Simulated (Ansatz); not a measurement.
# AgCl: the cost of one run

Program: Ansatz 0.2.0. Level of theory: DFT PBEsol, scalar-relativistic, plane waves, PAW. These are calculated values, not measurements.

16 further runs of the same task are left out: 16 set aside as unsound or not needed.

## Step 1: The structure to begin with

Symmetry: Pm-3m, No. 221, cubic system. The conventional cell has a = 3.331 Å, b = 3.331 Å, c = 3.331 Å, α = 90.00°, β = 90.00°, γ = 90.00°. Around Ag (site symmetry m-3m) lie 8 Cl at 2.88 Å. Cl (site symmetry m-3m) is surrounded by 8 Ag at 2.88 Å.

As a file:

```
CELL_PARAMETERS angstrom
3.33116 0.00000 0.00000
0.00000 3.33116 0.00000
0.00000 0.00000 3.33116
ATOMIC_POSITIONS crystal
Ag 0.00000 0.00000 0.00000
Cl 0.50000 0.50000 0.50000
```

It goes back to an entry of the Materials Project, which need not be the stable form.

It is the result of an earlier relaxation at this level (volume 18.48 Å³/atom; gap on the mesh: 0.45 eV).

## Step 2: Plan of the line

The energy is mapped over volume and the cell's shape.

The axes are (1) volume per atom: 7 values from 17.00 to 19.96 Å³; (2) length along [111] over the lengths across it, relative to the cubic cell: 7 values from 0.923 to 1.083.

Nothing else is relaxed (symmetry fixes all fractional coordinates). Energies count from the relaxed crystal. Points are written as (first, second).

## Step 3: Grid point (17.00 Å³, 0.948)

Input file input.yaml:

```yaml
crystal:
  lattice:
    - [3.2408864074, -0.057166246, -0.057166246]
    - [-0.057166246, 3.2408864074, -0.057166246]
    - [-0.057166246, -0.057166246, 3.2408864074]
  atoms:
    - { symbol: Ag, position: [0.0, 0.0, 0.0] }
    - { symbol: Cl, position: [0.5, 0.5, 0.5] }
basis:
  ecutwfc: 420
kpoints:
  mp_grid: { grid: [12, 12, 12] }
hamiltonian:
  xc: pbesol
scf:
  occupations: { method: gaussian, width: 0.05 }
output:
  forces: true
  stress: true
  eigenvalues: true
  write_density: true
  write_potential: true
  elf: true
  volumetric_format: npy
```

The run is started by

```sh
ansatz run input.yaml --threads 1 --pin off --max-ram 2048MiB --backend cpu --events-out ev --progress --plain --runs-dir out
```

**Question.** How long does this run take on 1 thread of Arm Neoverse V1, shared host, and how much memory does it need?

About 7.6 s, with a peak of 0.36 GiB.
